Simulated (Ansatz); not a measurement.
What a change of settings does to a run on C

The cell is COD entry 9008564, as deposited and not checked against the literature; nothing was relaxed. The listed cell was then made from it by scaling, straining or moving an atom.

First run: DFT, PBE, PAW with Ansatz's default frozen-core files, scalar-relativistic (Ansatz 0.2.0).

Command: `ansatz run input.yaml --threads 1 --pin off --max-ram 2048MiB --backend cpu --events-out ev --progress --plain --runs-dir out` The run took 2.8 s on 1 thread of Arm Neoverse V1, on a shared host.

```yaml
crystal:
  lattice:
    - [0.0, 1.7684127368, 1.7684127368]
    - [1.7684127368, 0.0, 1.7684127368]
    - [1.7684127368, 1.7684127368, 0.0]
  atoms:
    - { symbol: C, position: [0.5, 0.5, 0.5] }
    - { symbol: C, position: [0.75, 0.75, 0.75] }
kpoints:
  mp_grid: { grid: [20, 20, 20] }
scf:
  occupations: { method: fermi_dirac, width: 0.08 }
hamiltonian:
  xc: pbe
  pseudopotentials: { kind: paw }
output:
  forces: true
  stress: true
  eigenvalues: true
  efg: { contact_densities: true }
  write_density: true
  write_potential: true
  elf: true
  volumetric_format: npy
```

Result: converged; pressure 13.41 GPa; gap on the k mesh 4.19 eV; 6 SCF iterations.

A second run of a changed input logged this at its end:

```
Error: inconsistent input (basis.ecutwfc, kpoints): the smallest per-k basis holds n_pw = 1 plane waves (k-point 0, counted from 0 among those solved) but the deck needs at least 5 band(s) per channel, and no run solves more bands than the smallest per-k basis has plane waves; raise basis.ecutwfc until the smallest per-k basis, which caps the automatic band count, holds at least 5 plane waves
```

Q: What was wrong with the input?

A: A cutoff far too low, by this change (others could give a like log):
```diff
@@ -11,4 +11,5 @@
 scf:
   occupations: { method: fermi_dirac, width: 0.08 }
+  max_iter: 50
 hamiltonian:
   xc: pbe
@@ -19,7 +20,5 @@
   eigenvalues: true
   efg: { contact_densities: true }
-  write_density: true
-  write_potential: true
-  elf: true
-  volumetric_format: npy
+basis:
+  ecutwfc: "20 eV"
```
